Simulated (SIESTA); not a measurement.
# SiNi3 under changes of volume

One of the cells (11.331 Å³/atom); the others are scaled copies at fixed shape and fractional positions:

```xyz
4
Lattice="3.5655 0.0000 0.0000 0.0000 3.5655 0.0000 0.0000 0.0000 3.5655" Properties=species:S:1:pos:R:3 pbc="T T T"
Ni    1.7827    1.7827    0.0000
Ni    1.7827    0.0000    1.7827
Ni    0.0000    1.7827    1.7827
Si    0.0000    0.0000    0.0000
```

* Program: SIESTA 5.4.2
* Functional: PBE
* Potentials or basis: PseudoDojo 0.4 standard (PBE files)
* Basis: DZP (energy shift 0.003 Ry; two zetas on semicore shells)
* Grid cutoff: 800 Ry
* Energy shift: 0.003 Ry
* k mesh: 8 × 8 × 8
* Occupations: fermi-dirac, width 0.05 eV
* Spin: collinear spin, ferromagnetic start
* Starting moments: [1.0, 1.0, 1.0, 0.0] μB

| volume (Å³/atom) | energy over the lowest point (meV/atom) | pressure (GPa) |
| --- | --- | --- |
| 10.443 | 8.24 | 8.1 |
| 10.665 | ? | ? |
| 10.887 | 0.00 | -2.0 |
| 11.331 | 15.46 | -8.9 |
| 11.554 | 29.96 | -12.1 |
| 11.776 | 49.16 | -15.5 |

Problem. What does the run at 10.665 Å³/atom give?

Solution. Energy over the lowest point 0.61 meV/atom; pressure 3.0 GPa.

Worked out: A Birch-Murnaghan fit of order 3 (a polynomial in V^(-2/3)) to the other rows has its minimum at 10.80 Å³/atom with B0 = V·E''(V) = 214 GPa and B' = 4.7. It gives 0.86 meV/atom at 10.665 Å³/atom, against the run's 0.61, and -dE/dV = 2.9 GPa, against 3.0.

Energies are extrapolated to zero smearing.

Caveats: short orbitals over semicore shells can move pressures by several GPa; the basis of atomic orbitals isn't converged, which shifts pressures, moduli and gaps.
